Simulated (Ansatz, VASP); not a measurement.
# One calculation of TiC, two programs

```
Ti C
1.0
     3.04285    0.00000    0.00000
    -1.52143    2.63519    0.00000
     0.00000    0.00000    2.69681
Ti C
1 1
Direct
  0.33333 0.66667 0.50000
  0.66667 0.33333 0.00000
```

Alike in both runs: functional PBE; k mesh 12 × 12 × 14; occupations gaussian, width 0.01 eV; no spin polarisation.

Ansatz relaxed the structure, and its values are those at the end. VASP's run is a single point on that final structure, the one shown.

```csv
,VASP,Ansatz
version,VASP 6.6.1,Ansatz 0.2.0
potentials or method,"VASP PAW PBE potentials, release 64 (Ti_sv, C)","scalar-relativistic, plane waves, PAW"
plane-wave cutoff (eV),520,420
valence electrons in the cell,16,16
```

|  | VASP | Ansatz | Ansatz less VASP |
| --- | --- | --- | --- |
| gap on the k mesh at the Fermi level (eV) | none | none | - |
| pressure (GPa) | 0.1 | 0.0 | -0.12 |

A gap of «none» marks a metal or a gap that the smearing closes.
